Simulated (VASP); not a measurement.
Wanted: the native input for a VASP 6.6.1 run.

* Task: band structure
* Functional: PBE
* Dispersion: D3(BJ)
* Potentials or basis: VASP PAW PBE potentials, release 64 (Ge_d, Se)
* Cutoff: 520 eV
* k mesh: 4 × 8 × 6
* Occupations: gaussian, width 0.03 eV
* Spin: no spin polarisation
* Further INCAR settings: ALGO = Normal; EDIFF = 1e-06; NBANDS = 50

The structure of GeSe lies in POSCAR:

```
GeSe                                    
1.0
   10.9655862498      0.0000000000      0.0000000000
    0.0000000000      3.8827657750      0.0000000000
    0.0000000000     -0.0000000000      4.4200472921
  Ge              Se            
     4     4
Direct
     0.1233927516312001    0.7500000000000000    0.8875163003595742
     0.6233927516312001    0.7500000000000000    0.6124836996404259
     0.3766072483687999    0.2500000000000000    0.3875163003595742
     0.8766072483687999    0.2500000000000000    0.1124836996404258
     0.8548942551904906    0.7500000000000000    0.5018587096336309
     0.3548942551904906    0.7500000000000000    0.9981412903663692
     0.6451057448095094    0.2500000000000000    0.0018587096336308
     0.1451057448095094    0.2500000000000000    0.4981412903663692
```

The input as run:

INCAR

```
SYSTEM = GeSe
ALGO = Normal
EDIFF = 1E-6
ENCUT = 520
GGA = PE
ICORELEVEL = 1
ISIF = 2
ISMEAR = 0
IVDW = 12
KPAR = 2
LASPH = .True.
LCHARG = .False.
LREAL = .False.
LWAVE = .False.
NBANDS = 50
NELM = 80
PREC = Accurate
SIGMA = 0.03
```

KPOINTS

```
k-points
0
Gamma
  4 8 6
  0 0 0
```

KPOINTS_OPT

```
explicit points
248
Reciprocal
 0.0000000000  0.0000000000  0.0000000000 1
 0.0000000000  0.0263157895  0.0000000000 1
 0.0000000000  0.0526315789  0.0000000000 1
 0.0000000000  0.0789473684  0.0000000000 1
 0.0000000000  0.1052631579  0.0000000000 1
 0.0000000000  0.1315789474  0.0000000000 1
[... 240 lines left out ...]
 0.0000000000  0.0000000000  0.5000000000 1
 0.5000000000  0.0000000000  0.0000000000 1
```

Potentials or basis: VASP PAW PBE potentials, release 64 (Ge_d, Se).

Run with:

```bash
$ cat potpaw_PBE.64/Ge_d/POTCAR potpaw_PBE.64/Se/POTCAR > POTCAR
$ mpirun -np 2 vasp_std > vasp.out
```

It gave:

* Pressure: 0.0 GPa
* Band gap on the k mesh: 0.71 eV, indirect (least direct gap 0.92 eV)
* Band gap along the path: 0.70 eV, indirect (least direct gap 0.92 eV)
* Dispersion energy per atom: -0.358 eV

Wall time 15 min on 2 MPI ranks on Intel(R) Xeon(R) Platinum 8488C (Sapphire Rapids), with other jobs on the host, peak memory 0.83 GiB a rank.
